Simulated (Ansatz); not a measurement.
**SiNi3: comparing deformations**

Level of theory: Ansatz, DFT PBEsol, scalar-relativistic, plane waves, PAW. Cutoff 420 eV, Γ-centred 14×14×14 k-points, Gaussian smearing of 0.15 eV. No spin polarisation. A magnetic state may lie lower. Energies are free energies at this smearing, counted from the undisturbed cell; pressure is positive in compression.

Zero of the scan (relaxed at this level; it needn't be the usual structure):

```
CELL_PARAMETERS angstrom
3.46125 0.00000 0.00000
0.00000 3.46125 0.00000
0.00000 0.00000 3.46125
ATOMIC_POSITIONS crystal
Si 0.00000 0.00000 0.00000
Ni 0.00000 0.50000 0.50000
Ni 0.50000 0.00000 0.50000
Ni 0.50000 0.50000 0.00000
```

The cell is strained by ε times a Voigt pattern (xx, yy, zz, yz, xz, xy; engineering shear) with fractional coordinates fixed. τ = (1/V0) dE/dε comes from the stress tensor. Of each scan, only the three points used here are listed.

```
           pattern        ε  τ (GPa)
(0, 0, 0, 0, 1, 0)  -0.0075    -1.11
(0, 0, 0, 0, 1, 0)   0.0000     0.00
(0, 0, 0, 0, 1, 0)   0.0075     1.11
(0, 1, 0, 0, 0, 0)  -0.0250    -9.48
(0, 1, 0, 0, 0, 0)   0.0000     0.02
(0, 1, 0, 0, 0, 0)   0.0250     8.43
(1, 1, 0, 0, 0, 0)  -0.0250   -30.28
(1, 1, 0, 0, 0, 0)   0.0000     0.05
(1, 1, 0, 0, 0, 0)   0.0250    24.06
(0, 0, 1, 0, 0, 0)  -0.0250    -9.48
(0, 0, 1, 0, 0, 0)   0.0000     0.02
(0, 0, 1, 0, 0, 0)   0.0250     8.43
```

**Question.** Which constants do the scans give, and which deformation costs least for the same size of strain tensor?

**Answer.** The slope dτ/dε at zero (parabola through three points) is pᵀCp: (0, 0, 0, 0, 1, 0) gives C44 = 148 GPa; (0, 1, 0, 0, 0, 0) gives C11 = 358 GPa; (1, 1, 0, 0, 0, 0) gives 2(C11 + C12) = 1087 GPa; (0, 0, 1, 0, 0, 0) gives C11 = 358 GPa. The size of the strain tensor, ε:ε, is ε² times 0.5, 1.0, 2.0, 1.0. Per unit of it the stiffnesses are 295, 358, 543, 358 GPa, so (0, 0, 0, 0, 1, 0) is the softest of these: at ε:ε = (1 %)² the quadratic term costs 0.96 meV/atom against 1.76 for the stiffest.

**Question.** What else follows for this cubic crystal?

**Answer.** From the unrounded slopes C11 = 358.0 and C12 = 185.4 GPa, so B = (C11 + 2 C12)/3 = 243 GPa and the Poisson ratio for a pull along a cube edge is C12/(C11 + C12) = 0.34.

**Question.** How anisotropic is this cubic crystal?

**Answer.** Zener's ratio 2 C44/(C11 − C12) = 1.71; it is 1 for an isotropic solid.

In a metal these slopes depend on the k mesh and the smearing.